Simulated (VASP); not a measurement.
# GaSb (F-43m) in VASP: band structure with HSE06

Aim: the band structure of GaSb with HSE06.

Everything below comes from runs of VASP 6.6.1. Logs are shortened: lines on timing, memory, paths and dates and some standing lists are left out, and cuts for length are marked.

**The experiment to reproduce.**

From a printed reference work, data compilation, for a bulk crystal of GaSb at 4.2 K: band gap 0.811 eV (direct).

How close the calculation comes is told below.

## Step 1: The crystal as given

Symmetry: F-43m, No. 216, cubic system. The conventional cell has a = 6.118 Å, b = 6.118 Å, c = 6.118 Å, α = 90.00°, β = 90.00°, γ = 90.00°. Ga (site symmetry -43m) has 4 Sb at 2.65 Å as nearest neighbours. Sb (site symmetry -43m) is surrounded by 4 Ga at 2.65 Å.

## Step 2: Band structure, HSE06

Input file POSCAR:

```
GaSb
1.0
    0.0000000000      3.0590000000      3.0590000000
    3.0590000000      0.0000000000      3.0590000000
    3.0590000000      3.0590000000      0.0000000000
Ga Sb
1 1
Direct
    0.0000000000      0.0000000000      0.0000000000
    0.2500000000      0.2500000000      0.2500000000
```

Input file INCAR.step1:

```
SYSTEM = GaSb
PREC = Accurate
ENCUT = 520
EDIFF = 1E-5
ISMEAR = 0
SIGMA = 0.1
LREAL = .False.
LASPH = .True.
NELM = 100
ALGO = Normal
ISIF = 2
LWAVE = .True.
LCHARG = .False.
NBANDS = 16
GGA = PE
```

Input file INCAR.step2:

```
SYSTEM = GaSb
PREC = Accurate
ENCUT = 520
EDIFF = 1E-6
ISMEAR = 0
SIGMA = 0.1
LREAL = .False.
LASPH = .True.
NELM = 100
ALGO = Normal
ISIF = 2
LWAVE = .False.
LCHARG = .False.
GGA = PE
LHFCALC = .True.
HFSCREEN = 0.2
PRECFOCK = Fast
NBANDS = 16
ISTART = 1
```

Input file KPOINTS:

```
regular mesh
0
Gamma
  6 6 6
  0 0 0
```

Input file KPOINTS_OPT:

```
path GXWKGLUWLK,UX
8
line-mode
reciprocal
 0.0000000000  0.0000000000  0.0000000000  G
 0.5000000000  0.0000000000  0.5000000000  X

 0.5000000000  0.0000000000  0.5000000000  X
 0.5000000000  0.2500000000  0.7500000000  W

 0.5000000000  0.2500000000  0.7500000000  W
 0.3750000000  0.3750000000  0.7500000000  K

 0.3750000000  0.3750000000  0.7500000000  K
 0.0000000000  0.0000000000  0.0000000000  G

 0.0000000000  0.0000000000  0.0000000000  G
 0.5000000000  0.5000000000  0.5000000000  L

 0.5000000000  0.5000000000  0.5000000000  L
 0.6250000000  0.2500000000  0.6250000000  U

 0.6250000000  0.2500000000  0.6250000000  U
 0.5000000000  0.2500000000  0.7500000000  W

 0.5000000000  0.2500000000  0.7500000000  W
 0.5000000000  0.5000000000  0.5000000000  L

 0.5000000000  0.5000000000  0.5000000000  L
 0.3750000000  0.3750000000  0.7500000000  K

 0.6250000000  0.2500000000  0.6250000000  U
 0.5000000000  0.0000000000  0.5000000000  X
```

Potentials or basis: VASP PAW PBE potentials, release 64 (Ga_d, Sb).

Launch:

```
$ cat potpaw_PBE.64/Ga_d/POTCAR potpaw_PBE.64/Sb/POTCAR > POTCAR
$ cp INCAR.step1 INCAR
$ mpirun -np 1 vasp_std > vasp.out
$ cp INCAR.step2 INCAR
$ mpirun -np 1 vasp_std > vasp.out
```

OUTCAR:

```text
SYSTEM = GaSb
   PREC = Accurate
   ENCUT = 520
   EDIFF = 1E-6
   ISMEAR = 0
   LREAL = .False.
   LASPH = .True.
   NELM = 100
   ISIF = 2
   GGA = PE
   LHFCALC = .True.
   HFSCREEN = 0.2
   PRECFOCK = Fast
   ISTART = 1

 ion  position               nearest neighbor table
   1  0.000  0.000  0.000-   2 2.65   2 2.65   2 2.65   2 2.65
   2  0.250  0.250  0.250-   1 2.65   1 2.65   1 2.65   1 2.65

  LATTYP: Found a face centered cubic cell.
 ALAT       =     6.1180000000

  Lattice vectors:

 A1 = (   0.0000000000,   3.0590000000,   3.0590000000)
 A2 = (   3.0590000000,   0.0000000000,   3.0590000000)
 A3 = (   3.0590000000,   3.0590000000,   0.0000000000)

Analysis of symmetry for initial positions (statically):
=====================================================================
 Subroutine PRICEL returns:
 Original cell was already a primitive cell.

 Routine SETGRP: Setting up the symmetry group for a
 face centered cubic supercell.

 Subroutine GETGRP returns: Found 24 space group operations
 (whereof 24 operations were pure point group operations)
 out of a pool of 48 trial point group operations.

The static configuration has the point symmetry T_d .

Analysis of symmetry for dynamics (positions and initial velocities):
=====================================================================
 Subroutine PRICEL returns:
 Original cell was already a primitive cell.

 Routine SETGRP: Setting up the symmetry group for a
 face centered cubic supercell.

 Subroutine GETGRP returns: Found 24 space group operations
 (whereof 24 operations were pure point group operations)
 out of a pool of 48 trial point group operations.

The dynamic configuration has the point symmetry T_d .

 Subroutine INISYM returns: Found 24 space group operations
 (whereof 24 operations are pure point group operations),
 and found     1 'primitive' translations

----------------------------------------------------------------------------------------

                                     Primitive cell

  volume of cell :      57.2491

  direct lattice vectors                    reciprocal lattice vectors
     0.000000000  3.059000000  3.059000000    -0.163452109  0.163452109  0.163452109
     3.059000000  0.000000000  3.059000000     0.163452109 -0.163452109  0.163452109
     3.059000000  3.059000000  0.000000000     0.163452109  0.163452109 -0.163452109

  length of vectors
     4.326079287  4.326079287  4.326079287     0.283107357  0.283107357  0.283107357

  position of ions in fractional coordinates (direct lattice)
     0.000000000  0.000000000  0.000000000
     0.250000000  0.250000000  0.250000000

  ion indices of the primitive-cell ions
   primitive index   ion index
                 1           1
                 2           2

----------------------------------------------------------------------------------------

 KPOINTS: regular mesh

Automatic generation of k-mesh.
 Grid dimensions read from file:
 generate k-points for:    6    6    6

 Generating k-lattice:

  Cartesian coordinates                     Fractional coordinates (reciprocal lattice)
    -0.027242018  0.027242018  0.027242018     0.166666667  0.000000000  0.000000000
     0.027242018 -0.027242018  0.027242018     0.000000000  0.166666667  0.000000000
     0.027242018  0.027242018 -0.027242018     0.000000000  0.000000000  0.166666667

  Length of vectors
     0.047184559  0.047184559  0.047184559

  Shift w.r.t. Gamma in fractional coordinates (k-lattice)
     0.000000000  0.000000000  0.000000000

 Subroutine IBZKPT returns following result:
 ===========================================

 Found     16 irreducible k-points:

 Following reciprocal coordinates:
            Coordinates               Weight
  0.000000  0.000000  0.000000      1.000000
  0.166667  0.000000  0.000000      8.000000
  0.333333  0.000000  0.000000      8.000000
  0.500000  0.000000  0.000000      4.000000
  0.166667  0.166667  0.000000      6.000000
  0.333333  0.166667  0.000000     24.000000
[... 8 lines left out ...]
 -0.333333  0.333333  0.166667     24.000000
 -0.333333  0.500000  0.166667     12.000000
   k-points           NKPTS =     16   k-points in BZ     NKDIM =    216   number of bands    NBANDS=     16
   number of dos      NEDOS =    301   number of ions     NIONS =      2
   total plane-waves  NPLWV =  32768
   dimension x,y,z NGX =    32 NGY =   32 NGZ =   32
   dimension x,y,z NGXF=    64 NGYF=   64 NGZF=   64
   ions per type =               1   1
   NGX,Y,Z   is equivalent  to a cutoff of  12.30, 12.30, 12.30 a.u.
   NGXF,Y,Z  is equivalent  to a cutoff of  24.59, 24.59, 24.59 a.u.
 SYSTEM =  GaSb
   PREC   = accura    normal or accurate (medium, high low for compatibility)
   ISTART =      1    job   : 0-new  1-cont  2-samecut
   ICHARG =      0    charge: 1-file 2-atom 10-const
   ISPIN  =      1    spin polarized calculation?
   LNONCOLLINEAR =      F non collinear calculations
   LSORBIT =      F    spin-orbit coupling
   LASPH  =      T    aspherical Exc in radial PAW
   ENCUT  =  520.0 eV  38.22 Ry    6.18 a.u.   8.04  8.04  8.04*2*pi/ulx,y,z
   NELM   =    100;   NELMIN=  2; NELMDL=  0     # of ELM steps
   EDIFF  = 0.1E-05   stopping-criterion for ELM
   LREAL  =      F    real-space projection
   EDIFFG = 0.1E-04   stopping-criterion for IOM
   NSW    =      0    number of steps for IOM
   IBRION =     -1    ionic relax: 0-MD 1-quasi-New 2-CG
   NFREE  =      0    steps in history (QN), initial steepest desc. (CG)
   ISIF   =      2    stress and relaxation
   ISYM   =      3    0-nonsym 1-usesym 2-fastsym
   POTIM  = 0.5000    time-step for ionic-motion
   TEBEG  =    0.0;   TEEND  =   0.0 temperature during run
   PSTRESS=    0.0 pullay stress
   NELECT =      18.0000    total number of electrons
   NUPDOWN=      -1.0000    fix difference up-down
   EMIN   =  10.00;   EMAX   =-10.00  energy-range for DOS
   EFERMI =   0.00;   METHOD = LEGACY
   ISMEAR =     0;   SIGMA  =   0.10  broadening in eV -4-tet -1-fermi 0-gaus
   EFERMI_NEDOS =   21; number of points for ismear=-14 and -15
   IALGO  =     38    algorithm
   IMIX   =      1    mixing-type and parameters
     AMIX     =   0.40;   BMIX     =  1.00
     AMIX_MAG =   1.60;   BMIX_MAG =  1.00
  volume/ion in A,a.u.               =      28.62       193.17
  Fermi-wavevector in a.u.,A,eV,Ry     =   1.113208  2.103657 16.860766  1.239231
  Thomas-Fermi vector in A             =   2.249790
   LORBIT       =      0    0 simple, 1 ext, 2 COOP (PROOUT), +10 PAW based schemes
   GGA     = PE    functional components
   LHFCALC =     T    Hartree Fock is set to
   PRECFOCK=fast      Normal, Fast or Accurate (Low or Medium for compatibility)
   ENCUT4O =  -1.0   cutoff for four orbital integrals eV
   NKREDX  =     1    reduce k-point grid by
   NKREDY  =     1    reduce k-point grid by
   NKREDZ  =     1    reduce k-point grid by
   AEXX    =    0.2500 exact exchange contribution
   HFSCREEN=    0.2000 screening length (either q_TF or 0.3 A-1)
   HFSCREENC=   0.2000 screening length for correlation (either q_TF or 0.3 A-1)
   ENCUTFOCK=  -1.0 apply spherical cutoff to Coloumb kernel
   IVDW    =     0    specifies the selected vdW correction
   LEPSILON=     F    determine dielectric tensor
   LRPA    =     F    only Hartree local field effects (RPA)
 non-spin polarized calculation
 Gauss-broadening in eV      SIGMA  =   0.10
  energy-cutoff  :      520.00
  volume of cell :       57.25
 maximum number of plane-waves:      1572
  NGX = 18; NGY = 18; NGZ = 18

 number of electron      17.9999986 magnetization

 Free energy of the ion-electron system (eV)
  ---------------------------------------------------
  ext. energy  EPLUGINS =         0.00000000
  ---------------------------------------------------
  free energy    TOTEN  =        -8.95427187 eV

  energy without entropy =       -8.95427187  energy(sigma->0) =       -8.95427187

 E-fermi :   4.9023     XC(G=0):  -7.5672

 val. band max:        4.4661979711   @ k =   0.0000   0.0000   0.0000
 cond. band min:       5.3268851902   @ k =   0.0000   0.0000   0.0000
 fundamental gap:      0.8606872191
 Fermi energy:         4.9023208035

 k-point     1 :       0.0000    0.0000    0.0000
  band No.  band energies     occupation
      1     -13.2022      2.00000
      2     -13.2022      2.00000
      3     -13.2022      2.00000
      4     -13.1505      2.00000
      5     -13.1505      2.00000
      6      -8.0999      2.00000
[... 8 lines left out ...]
     15      13.9301      0.00000
     16      13.9301      0.00000

 k-point     2 :       0.1667    0.0000    0.0000
  band No.  band energies     occupation
      1     -13.2067      2.00000
      2     -13.1995      2.00000
      3     -13.1995      2.00000
      4     -13.1508      2.00000
      5     -13.1508      2.00000
      6      -7.7902      2.00000
[... 8 lines left out ...]
     15      12.9053      0.00000
     16      12.9053      0.00000

 k-point     3 :       0.3333    0.0000    0.0000
  band No.  band energies     occupation
      1     -13.2157      2.00000
      2     -13.1944      2.00000
      3     -13.1944      2.00000
      4     -13.1509      2.00000
      5     -13.1509      2.00000
      6      -6.9596      2.00000
[... 8 lines left out ...]
     15      13.4712      0.00000
     16      13.4712      0.00000

 k-point     4 :       0.5000    0.0000    0.0000
  band No.  band energies     occupation
      1     -13.2202      2.00000
      2     -13.1922      2.00000
      3     -13.1922      2.00000
      4     -13.1506      2.00000
      5     -13.1506      2.00000
      6      -6.2996      2.00000
[... 8 lines left out ...]
     15      15.4422      0.00000
     16      15.4422      0.00000

 k-point     5 :       0.1667    0.1667    0.0000
  band No.  band energies     occupation
      1     -13.2112      2.00000
      2     -13.1968      2.00000
      3     -13.1968      2.00000
      4     -13.1526      2.00000
      5     -13.1496      2.00000
      6      -7.6842      2.00000
[... 8 lines left out ...]
     15      12.9909      0.00000
     16      14.3114      0.00000

 k-point     6 :       0.3333    0.1667    0.0000
  band No.  band energies     occupation
      1     -13.2188      2.00000
      2     -13.1923      2.00000
      3     -13.1915      2.00000
      4     -13.1540      2.00000
      5     -13.1493      2.00000
      6      -7.0074      2.00000
[... 8 lines left out ...]
     15      14.1495      0.00000
     16      14.5839      0.00000
[... 115 lines left out ...]
 k-point    13 :       0.5000    0.5000    0.0000
  band No.  band energies     occupation
      1     -13.2355      2.00000
      2     -13.1799      2.00000
      3     -13.1799      2.00000
      4     -13.1608      2.00000
      5     -13.1470      2.00000
      6      -5.3717      2.00000
[... 8 lines left out ...]
     15      16.5442      0.00000
     16      16.7470      0.00000

 k-point    14 :       0.5000    0.3333    0.1667
  band No.  band energies     occupation
      1     -13.2250      2.00000
      2     -13.1888      2.00000
      3     -13.1863      2.00000
      4     -13.1552      2.00000
      5     -13.1494      2.00000
      6      -6.2438      2.00000
[... 8 lines left out ...]
     15      14.5575      0.00000
     16      16.5798      0.00000

 k-point    15 :      -0.3333    0.3333    0.1667
  band No.  band energies     occupation
      1     -13.2270      2.00000
      2     -13.1881      2.00000
      3     -13.1839      2.00000
      4     -13.1547      2.00000
      5     -13.1504      2.00000
      6      -5.6509      2.00000
[... 8 lines left out ...]
     15      16.0125      0.00000
     16      16.2078      0.00000

 k-point    16 :      -0.3333    0.5000    0.1667
  band No.  band energies     occupation
      1     -13.2311      2.00000
      2     -13.1850      2.00000
      3     -13.1809      2.00000
      4     -13.1575      2.00000
      5     -13.1491      2.00000
      6      -5.3347      2.00000
[... 8 lines left out ...]
     15      15.6138      0.00000
     16      16.9500      0.00000

------------------------ aborting loop because EDIFF is reached ----------------------------------------

  FORCE on cell =-STRESS in cart. coord.  units (eV):
  Direction    XX          YY          ZZ          XY          YZ          ZX
  --------------------------------------------------------------------------------------
  -------------------------------------------------------------------------------------
  Total        0.0246473      0.0246473      0.0246473     -0.0000000     -0.0000000      0.0000000
  in kB        0.6897826      0.6897826      0.6897826     -0.0000000     -0.0000000      0.0000000
  external PRESSURE =       0.6897826 kB  Pullay stress =       0.0000000 kB

 VOLUME and BASIS-vectors are now :
 -----------------------------------------------------------------------------
  energy-cutoff  :      520.00
  volume of cell :       57.25
      direct lattice vectors                 reciprocal lattice vectors
     0.000000000  3.059000000  3.059000000    -0.163452109  0.163452109  0.163452109
     3.059000000  0.000000000  3.059000000     0.163452109 -0.163452109  0.163452109
     3.059000000  3.059000000  0.000000000     0.163452109  0.163452109 -0.163452109

 POSITION                                       TOTAL-FORCE (eV/Angst)
 -----------------------------------------------------------------------------------
      0.00000      0.00000      0.00000        -0.000000     -0.000000     -0.000000
      1.52950      1.52950      1.52950         0.000000      0.000000      0.000000
 -----------------------------------------------------------------------------------
    total drift:                               -0.000029     -0.000035     -0.000022

  FREE ENERGIE OF THE ION-ELECTRON SYSTEM (eV)
  ---------------------------------------------------
  free  energy   TOTEN  =        -8.9542718654 eV

  energy  without entropy=       -8.9542718654  energy(sigma->0) =       -8.95427187
```

Run time: 2 h. Hardware: 1 thread of Intel Xeon Platinum 8259CL at 2.50GHz (Skylake/Cascade Lake), shared host; peak memory 0.37 GiB.

What came out:

* Free energy: -8.9543 eV
* Pressure: 0.1 GPa
* Band gap on the k mesh: 0.86 eV, direct
* Band gap along the path: 0.86 eV, direct

Levels at the corners of the path, in eV from the valence-band top:
| point | band 6 | band 7 | band 8 | band 9 | band 10 | band 11 | band 12 | band 13 |
| --- | --- | --- | --- | --- | --- | --- | --- | --- |
| Γ | -12.57 | 0.00 | 0.00 | 0.00 | 0.86 | 3.49 | 3.49 | 3.49 |
| X | -9.84 | -7.39 | -2.79 | -2.79 | 1.50 | 1.83 | 9.92 | 9.92 |
| X | -9.84 | -7.39 | -2.79 | -2.79 | 1.50 | 1.83 | 9.92 | 9.92 |
| W | -9.79 | -7.23 | -3.62 | -3.37 | 4.56 | 5.01 | 5.32 | 5.51 |
| W | -9.79 | -7.23 | -3.62 | -3.37 | 4.56 | 5.01 | 5.32 | 5.51 |
| K | -9.91 | -7.18 | -3.90 | -2.37 | 2.03 | 4.66 | 7.65 | 7.84 |
| K | -9.91 | -7.18 | -3.90 | -2.37 | 2.03 | 4.66 | 7.65 | 7.84 |
| Γ | -12.57 | 0.00 | 0.00 | 0.00 | 0.86 | 3.49 | 3.49 | 3.49 |
| Γ | -12.57 | 0.00 | 0.00 | 0.00 | 0.86 | 3.49 | 3.49 | 3.49 |
| L | -10.77 | -6.91 | -1.24 | -1.24 | 1.07 | 4.50 | 4.50 | 7.32 |
| L | -10.77 | -6.91 | -1.24 | -1.24 | 1.07 | 4.50 | 4.50 | 7.32 |
| U | -9.91 | -7.18 | -3.90 | -2.37 | 2.03 | 4.66 | 7.65 | 7.84 |
| U | -9.91 | -7.18 | -3.90 | -2.37 | 2.03 | 4.66 | 7.65 | 7.84 |
| W | -9.79 | -7.23 | -3.62 | -3.37 | 4.56 | 5.01 | 5.32 | 5.51 |
| W | -9.79 | -7.23 | -3.62 | -3.37 | 4.56 | 5.01 | 5.32 | 5.51 |
| L | -10.77 | -6.91 | -1.24 | -1.24 | 1.07 | 4.50 | 4.50 | 7.32 |
| L | -10.77 | -6.91 | -1.24 | -1.24 | 1.07 | 4.50 | 4.50 | 7.32 |
| K | -9.91 | -7.18 | -3.90 | -2.37 | 2.03 | 4.66 | 7.65 | 7.84 |
| U | -9.91 | -7.18 | -3.90 | -2.37 | 2.03 | 4.66 | 7.65 | 7.84 |
| X | -9.84 | -7.39 | -2.79 | -2.79 | 1.50 | 1.83 | 9.92 | 9.92 |

Caveat: the PAW data sets were made with another functional, which shifts forces and pressure a little; spin-orbit coupling is left out, which moves the levels of the heavy elements.

## Step 3: Comparison with measurements

Step 2. Against the measured gap of GaSb, 0.811 eV (direct; 4.2 K; a printed reference work, data compilation), the calculated 0.86 eV is off by +0.05 eV. Spin-orbit coupling on Ga, Sb is left out. The value is that of HSE06, without temperature or zero-point motion.
